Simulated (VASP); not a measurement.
Wanted: the native input for a VASP 6.6.1 run.

```yaml
Task: single point
Functional: PBE
Potentials_or_basis: VASP PAW PBE potentials, release 64 (Sb, S)
Cutoff: 520 eV
k_mesh: 14 × 14 × 1
Occupations: gaussian, width 0.1 eV
Spin: no spin polarisation
Dipole_correction: yes
Further_INCAR_settings: ALGO = Fast; EDIFF = 1e-06; NBANDS = 12
```

The structure of SbS lies in POSCAR:

```
SbS
1.0
    3.8204769360      0.0000000000      0.0000000000
    0.0000000000      3.8204769360      0.0000000000
    0.0000000000      0.0000000000     23.8000000000
Sb S
1 1
Direct
    0.0000000000      0.0000000000      0.2941176471
    0.5000000000      0.5000000000      0.2941176471
```

The cell was built by a generator and needn't be a form met in nature.

These files were run (other wordings do the same):

INCAR

```
  PREC = Accurate
  ENCUT = 520
  EDIFF = 1E-6
  ISMEAR = 0
  SIGMA = 0.1
  LREAL = False
  LASPH = True
  NELM = 100
  ALGO = Fast
  ISIF = 2
  LWAVE = False
  LCHARG = False
  LDIPOL = True
  IDIPOL = 3
  DIPOL = 0.5 0.5 0.294
  GGA = PE
  NBANDS = 12
```

KPOINTS

```
regular mesh
0
Gamma
  14 14 1
```

Potentials or basis: VASP PAW PBE potentials, release 64 (Sb, S).

The run is started by

```bash
$ cat potpaw_PBE.64/Sb/POTCAR potpaw_PBE.64/S/POTCAR > POTCAR
$ mpirun -np 1 vasp_std > vasp.out
```

It gave:

- Band gap on the k mesh: none (metal or under the smearing width)

Run time: 4.8 min on 1 thread of Intel(R) Xeon(R) Platinum 8375C CPU @ 2.90GHz (Ice Lake) (shared host), peak memory 0.44 GiB.
